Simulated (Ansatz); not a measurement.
## Orbital-resolved density of states of Eu

```xyz
1
Lattice="-2.2755 2.2755 2.2755 2.2755 -2.2755 2.2755 2.2755 2.2755 -2.2755" Properties=species:S:1:pos:R:3 pbc="T T T"
Eu    0.0000    0.0000    0.0000
```

The structure is an experimental refinement, used without relaxation.

Spin polarisation is left out, and whether a magnetic state lies lower isn't shown here. Semilocal functionals without U also describe localised f shells poorly.

Spin–orbit coupling is left out, though it moves levels of the heavy atoms by tenths of an eV or more.

Theory: DFT, PBE, all-electron LAPW, scalar-relativistic in Ansatz 0.2.0.

The runs use a Γ-centred 13×13×13 k mesh, Fermi–Dirac smearing of 0.05 eV, basis error target 0.25 meV/atom, no spin polarisation.

States per eV for one atom of each kind, in 0.4 eV bins named by their centres, from the Fermi level, projected on a minimal set of Löwdin-orthogonalised atomic shells; orbitals are real harmonics on the Cartesian axes, equal curves share a column, and empty bins are left out, as is all above 7.4 eV, near the top of the computed bands.

Eu 4f:

```
# E all fz3 fxz2=fyz2 fz(x2-y2) fxyz fx(x2-3y2)=fy(3x2-y2)
-1.1 0.02 0.00 0.00 0.00 0.00 0.00
-0.7 0.08 0.01 0.01 0.01 0.01 0.01
-0.3 11.04 0.19 2.25 3.48 0.01 1.43
0.1 23.05 4.72 2.61 1.34 4.87 3.45
0.5 0.38 0.02 0.06 0.09 0.05 0.05
0.9 0.20 0.01 0.03 0.05 0.01 0.03
1.3 0.08 0.01 0.01 0.01 0.01 0.01
1.7 0.04 0.01 0.00 0.00 0.00 0.01
2.1 0.01 0.00 0.00 0.00 0.00 0.00
2.5 0.02 0.00 0.00 0.00 0.00 0.00
2.9 0.02 0.00 0.00 0.00 0.00 0.00
3.3 0.01 0.00 0.00 0.00 0.00 0.00
3.7 0.01 0.00 0.00 0.00 0.00 0.00
4.1 0.01 0.00 0.00 0.00 0.00 0.00
```

Eu 5d:

```
# E all dz2=dx2-y2 dxz=dyz=dxy
-3.1 0.01 0.00 0.00
-2.7 0.03 0.01 0.01
-2.3 0.07 0.01 0.01
-1.9 0.15 0.03 0.03
-1.5 0.31 0.06 0.06
-1.1 0.68 0.13 0.14
-0.7 0.80 0.20 0.13
-0.3 1.37 0.46 0.15
0.1 0.69 0.20 0.10
0.5 2.20 0.40 0.47
0.9 2.44 0.25 0.65
1.3 1.64 0.10 0.48
1.7 1.18 0.04 0.37
2.1 0.41 0.02 0.12
2.5 0.98 0.14 0.24
2.9 1.39 0.28 0.27
3.3 2.02 0.57 0.29
3.7 2.27 0.75 0.26
4.1 3.22 1.26 0.23
4.5 0.52 0.03 0.16
4.9 0.53 0.01 0.17
5.3 0.68 0.00 0.22
5.7 0.34 0.00 0.11
6.1 0.26 0.00 0.09
6.5 0.23 0.00 0.08
6.9 0.11 0.00 0.04
7.3 0.06 0.00 0.02
```

Eu 6s:

```
# E all
-3.9 0.01
-3.5 0.10
-3.1 0.16
-2.7 0.21
-2.3 0.25
-1.9 0.28
-1.5 0.31
-1.1 0.31
-0.7 0.20
-0.3 0.09
0.1 0.04
0.5 0.04
0.9 0.15
1.3 0.05
1.7 0.03
2.1 0.02
2.5 0.05
2.9 0.04
3.3 0.05
3.7 0.23
4.1 0.41
4.5 0.15
4.9 0.16
5.3 0.21
5.7 0.17
6.1 0.40
6.5 0.41
6.9 0.16
7.3 0.07
```
